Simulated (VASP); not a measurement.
Runs of VASP 6.6.1 on In. It takes space group Im-3m (No. 229, cubic). Conventional cell: a = 3.870 Å, b = 3.870 Å, c = 3.870 Å, α = 90.00°, β = 90.00°, γ = 90.00°. In (site symmetry m-3m) has 8 In at 3.35 Å as nearest neighbours. This isn't the form of In at room conditions, which is tetragonal.

```tsv
task	cell	k mesh	cutoff (eV)	gap on the mesh (eV)	pressure (GPa)
single point	Im-3m, 28.99 Å³/atom	13 × 13 × 13	520	none	-3.8
relaxation of cell and atoms	relaxed	12 × 12 × 12	600	none	0.0
single point	Im-3m, 25.88 Å³/atom	12 × 12 × 12	520	none	(a)
single point	Im-3m, 25.88 Å³/atom	19 × 19 × 19	520	none	-0.2
```

Alike in all rows: level PBEsol; potentials or basis VASP PAW PBE potentials, release 64 (In_d); no spin polarisation; smearing fermi-dirac 0.1 eV.

Task: Estimate the missing entries.

Result: (a) -0.1.

Caveats: the PAW data sets were made with another functional, which shifts forces and pressure a little.

A k mesh can miss the band edges, and the runs leave out spin-orbit coupling on In.

A gap of «none» marks a metal or a gap under the smearing width.
